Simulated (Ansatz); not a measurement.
# C7H6O: the cost of one run

Computed with Ansatz 0.2.0 (the levels named in each step, unless a step's input says otherwise).

## (1) The structure to begin with

Bond lengths: O1–C2 1.205 Å, C2–C3 1.467 Å, C3–C4 1.394 Å, C4–C5 1.382 Å, C5–C6 1.387 Å, C6–C7 1.387 Å, C3–C8 1.396 Å, C7–C8 1.381 Å, C2–H9 1.110 Å, C4–H10 1.081 Å, C5–H11 1.080 Å, C6–H12 1.080 Å, C7–H13 1.080 Å, C8–H14 1.080 Å. Angles (14 of 21 angles, heavy atoms first): O1–C2–C3 125.4°, C2–C3–C4 120.6°, C2–C3–C8 119.9°, C4–C3–C8 119.6°, C3–C4–C5 120.0°, C4–C5–C6 120.0°, C5–C6–C7 120.3°, C6–C7–C8 119.9°, C3–C8–C7 120.2°, O1–C2–H9 120.9°, C3–C2–H9 113.6°, C3–C4–H10 119.6°, C5–C4–H10 120.4°, C4–C5–H11 120.1°.

Structure file:

```xyz
14

O     2.7571    0.2369   -0.5178
C     1.9139   -0.5435   -0.1557
C     0.4851   -0.2434   -0.0078
C    -0.4058   -1.2279    0.4185
C    -1.7493   -0.9339    0.5508
C    -2.2126    0.3406    0.2607
C    -1.3329    1.3256   -0.1624
C     0.0105    1.0371   -0.2969
H     2.1777   -1.5905    0.1004
H    -0.0381   -2.2190    0.6443
H    -2.4405   -1.6955    0.8802
H    -3.2635    0.5658    0.3657
H    -1.6999    2.3160   -0.3858
H     0.7168    1.7855   -0.6237
```

## (2) A rough first relaxation, PBE-D4/def2-SVP

This run stands in another session on the same molecule. It ended at:

```xyz
14

O     2.7864    0.2445   -0.5215
C     1.9380   -0.5516   -0.1563
C     0.4928   -0.2416   -0.0105
C    -0.4040   -1.2394    0.4202
C    -1.7678   -0.9472    0.5579
C    -2.2360    0.3444    0.2645
C    -1.3438    1.3448   -0.1662
C     0.0167    1.0543   -0.3039
H     2.2101   -1.6203    0.1051
H    -0.0215   -2.2484    0.6466
H    -2.4698   -1.7251    0.8943
H    -3.3070    0.5755    0.3721
H    -1.7197    2.3541   -0.3937
H     0.7440    1.8100   -0.6380
```

## (3) Relaxation, HF/STO-3G

The input, input.yaml:

```yaml
crystal:
  periodic: [false, false, false]
  atoms:
    - { symbol: O, position_ang: [2.78640124, 0.24447611, -0.52151161] }
    - { symbol: C, position_ang: [1.93802441, -0.55159, -0.15628888] }
    - { symbol: C, position_ang: [0.49280811, -0.24159856, -0.0105261] }
    - { symbol: C, position_ang: [-0.40395271, -1.23935462, 0.42017878] }
    - { symbol: C, position_ang: [-1.76775898, -0.94721406, 0.55794171] }
    - { symbol: C, position_ang: [-2.23600025, 0.34437295, 0.26453765] }
    - { symbol: C, position_ang: [-1.3438498, 1.34482793, -0.16619628] }
    - { symbol: C, position_ang: [0.01670439, 1.05427005, -0.30387099] }
    - { symbol: H, position_ang: [2.21012535, -1.62028774, 0.10513092] }
    - { symbol: H, position_ang: [-0.02146086, -2.24835824, 0.64658222] }
    - { symbol: H, position_ang: [-2.46984896, -1.72508783, 0.89431975] }
    - { symbol: H, position_ang: [-3.3070476, 0.57550241, 0.37213036] }
    - { symbol: H, position_ang: [-1.71969414, 2.35406538, -0.39372175] }
    - { symbol: H, position_ang: [0.7440098, 1.80996624, -0.63798576] }
basis:
  gaussian: { orbitals: STO-3G }
hamiltonian:
  xc: hf
relax:
  f_tol: 0.004
  max_steps: 150
```

Launch:

```console
> ansatz run input.yaml --threads 4 --pin off --max-ram 10240MiB --backend cpu --events-out ev --progress --plain --runs-dir out
```

What time and memory should one allow on 4 threads of AMD EPYC (Zen 3), shared host?

About 17 s, with a peak of 0.12 GiB.
